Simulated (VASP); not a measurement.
Wanted: the native input for a VASP 6.6.1 run.

| Item | Value |
| --- | --- |
| Task | single point |
| Functional | LDA |
| Potentials or basis | VASP PAW LDA potentials, release 64 (Zr_sv) |
| Cutoff | 520 eV |
| k mesh | 7 × 7 × 7 |
| Occupations | methfessel-paxton, width 0.2 eV |
| Spin | spin-orbit coupling, no magnetisation |
| Further INCAR settings | ALGO = Normal; EDIFF = 1e-06; NBANDS = 23 |

The structure of Zr lies in POSCAR:

```
Zr
1.0
   -1.8222120000      1.8345300000      1.8271570000
    1.7879010000     -1.8177290000      1.7760450000
    1.8197200000      1.8152370000     -1.8103560000
Zr
1
Direct
    0.0038040000     -0.0017650000      0.0007830000
```

This isn't the form of Zr at room conditions, which is hcp.

The cell isn't the ideal one: cell strained at random at fixed volume.

The input as run:

INCAR

```
PREC = Accurate ; ENCUT = 520
EDIFF = 1E-6 ; ISMEAR = 1
SIGMA = 0.2 ; LREAL = F
LASPH = T ; NELM = 80
ALGO = Normal ; ISIF = 2
LWAVE = F ; LCHARG = T
MAGMOM = 0 0 0 ; LORBIT = 11
LSORBIT = T ; GGA_COMPAT = F
LMAXMIX = 4 ; LVHAR = T
NBANDS = 23
```

KPOINTS

```
regular mesh
0
Gamma
  7 7 7
```

Potentials or basis: VASP PAW LDA potentials, release 64 (Zr_sv).

The run is started by

```sh
$ cat potpaw_LDA.64/Zr_sv/POTCAR > POTCAR
$ mpirun -np 1 vasp_ncl > vasp.out
```

It gave:

```json
{"Pressure": "-8.7 GPa", "Valence electrons inside the program's atomic spheres": "Zr 9.85"}
```

Wall time 110 s on 1 thread of Intel(R) Xeon(R) Platinum 8488C (Sapphire Rapids) (shared host), peak memory 0.25 GiB.
